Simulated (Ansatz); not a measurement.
**BeTe under compression and expansion**

```
CELL_PARAMETERS angstrom
0.00000 2.77000 2.77000
2.77000 0.00000 2.77000
2.77000 2.77000 0.00000
ATOMIC_POSITIONS crystal
Be 0.00000 0.00000 0.00000
Te 0.75000 0.75000 0.75000
```

The cell is COD entry 9008838, as deposited and not checked against the literature; nothing was relaxed. It differs from other determinations.

Spin–orbit coupling is left out, though it moves levels of the heavy atoms by tenths of an eV or more.

All numbers are computed: DFT, PBE, all-electron LAPW, scalar-relativistic (Ansatz 0.2.0); DFT, PBE, PAW with Ansatz's default frozen-core files, scalar-relativistic (Ansatz 0.2.0).

For LAPW: a Γ-centred 11×11×11 k mesh, Fermi–Dirac smearing of 0.05 eV, basis error target 0.5 meV/atom, no spin polarisation. PAW takes a cutoff of 420 eV at this cell. The Ansatz runs share mesh, smearing and spin set-up. Plane-wave (PAW) pressures include the program's estimate of the Pulay term.

The cell above is scaled evenly, with fractional coordinates and shape held.

```json
{"V/V(cell)": "0.9500", "V (Å³/atom)": "20.191", "P, LAPW (GPa)": "8.38", "P, PAW (GPa)": "8.39", "gap on the k mesh, LAPW (eV)": "1.75", "free energy over the lowest listed, PAW (meV/atom)": "58.6"}
{"V/V(cell)": "0.9750", "V (Å³/atom)": "20.723", "P, LAPW (GPa)": "6.20", "P, PAW (GPa)": "6.21", "gap on the k mesh, LAPW (eV)": "1.82", "free energy over the lowest listed, PAW (meV/atom)": "34.4"}
{"V/V(cell)": "1.0000", "V (Å³/atom)": "21.254", "P, LAPW (GPa)": "4.27", "P, PAW (GPa)": "4.27", "gap on the k mesh, LAPW (eV)": "1.89", "free energy over the lowest listed, PAW (meV/atom)": "17.1"}
{"V/V(cell)": "1.0250", "V (Å³/atom)": "21.785", "P, LAPW (GPa)": "2.55", "P, PAW (GPa)": "2.55", "gap on the k mesh, LAPW (eV)": "1.95", "free energy over the lowest listed, PAW (meV/atom)": "5.9"}
{"V/V(cell)": "1.0500", "V (Å³/atom)": "22.317", "P, LAPW (GPa)": "1.02", "P, PAW (GPa)": "1.02", "gap on the k mesh, LAPW (eV)": "2.01", "free energy over the lowest listed, PAW (meV/atom)": "0.0"}
```
